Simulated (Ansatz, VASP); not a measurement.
# Two plane-wave programs on BN

The input INCAR:

```
SYSTEM = BN
  PREC = Accurate
  ENCUT = 520
  EDIFF = 1E-7
  ISMEAR = -1
  SIGMA = 0.05
  LREAL = .FALSE.
  LASPH = .TRUE.
  NELM = 60
  ALGO = Normal
  ISIF = 2
  LWAVE = .FALSE.
  LCHARG = .FALSE.
  GGA = PE
  NBANDS = 11
```

File KPOINTS:

```
Automatic mesh
0
G
  13 13 13
  0 0 0
```

Contents of POSCAR:

```
BN
1.0
    0.0000000000      3.4718566277      2.1515532769
    1.2432316315      0.0000000000      2.1515532769
    1.2432316315      3.4718566277      0.0000000000
N B
1 1
Direct
    0.6666513400      0.6666513400      0.3333486600
    0.0000486500      0.0000486500      0.9999513500
```

The input input.yaml:

```yaml
crystal:
  lattice:
    - [0.0, 3.4718566277, 2.1515532769]
    - [1.2432316315, 0.0, 2.1515532769]
    - [1.2432316315, 3.4718566277, 0.0]
  atoms:
    - { symbol: "N", position: [0.66665134, 0.66665134, 0.33334866] }
    - { symbol: B, position: [4.865e-05, 4.865e-05, 0.99995135] }
hamiltonian:
  xc: pbe
  pseudopotentials: { kind: paw }
kpoints:
  mp_grid: { grid: [13, 13, 13] }
scf:
  occupations: { method: fermi_dirac, width: 0.05 }
output:
  forces: true
  stress: true
  eigenvalues: true
```

Change from the starting cell: volume scaled by 0.98.

Alike in both runs: task single point; functional PBE; k mesh 13 × 13 × 13; occupations fermi-dirac, width 0.05 eV; no spin polarisation.

|  | VASP | Ansatz |
| --- | --- | --- |
| version | VASP 6.6.1 | Ansatz 0.2.0 |
| potentials or method | VASP PAW PBE potentials, release 64 (N, B) | Ansatz PAW |
| plane-wave cutoff (eV) | 520 | 420 |
| valence electrons in the cell | 8 | 8 |

Ansatz gave:

```
gap on the k mesh at the Fermi level (eV)       : 3.92
least direct gap on the mesh (eV)               : 4.70
pressure (GPa)                                  : 8.2
largest component of the traceless stress (GPa) : 6.27
rms of the force components (eV/Å)              : 0.006
```

What did VASP give for the same quantities?

gap on the k mesh at the Fermi level (eV): 3.91; least direct gap on the mesh (eV): 4.70; pressure (GPa): 8.2; largest component of the traceless stress (GPa): 6.48; rms of the force components (eV/Å): 0.006.

Atom by atom the forces differ by 0.000 eV/Å (rms over components).

Caveats: an odd mesh through Γ misses points on the zone boundary, where band edges often lie (VASP); odd divisions of the mesh miss points on the zone boundary, where band edges often lie, so the gap on the mesh can be too wide (Ansatz); the pressure holds a Pulay correction of +0.6 GPa for the finite cutoff (Ansatz).
